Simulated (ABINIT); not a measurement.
HfN:

```
CELL_PARAMETERS angstrom
0.00000 2.45482 2.45482
2.45482 0.00000 2.45482
2.45482 2.45482 0.00000
ATOMIC_POSITIONS crystal
Hf 0.00000 0.00000 0.00000
N 0.25000 0.25000 0.25000
```

The cell comes from a database or a generator and needn't be the stable form of this composition.

Program: ABINIT 10.8.3 (patched build). Alike in all runs: task single point; potentials or basis JTH PAW PBE v2.0; no spin polarisation; cell as given; k mesh 9 × 9 × 9; cutoff (eV) 844; smearing fermi-dirac 0.05 eV.

Problem. Order these runs on this cell by their pressure, lowest first.
A. level LDA
B. level RPBE
C. level BLYP
D. level PBE
E. level WC

Solution. A (-10.0 GPa), E (-4.9 GPa), D (0.2 GPa), B (3.7 GPa), C (5.4 GPa).

Caveats: the PAW data sets were made with another functional, which shifts forces and pressure a little (some runs).
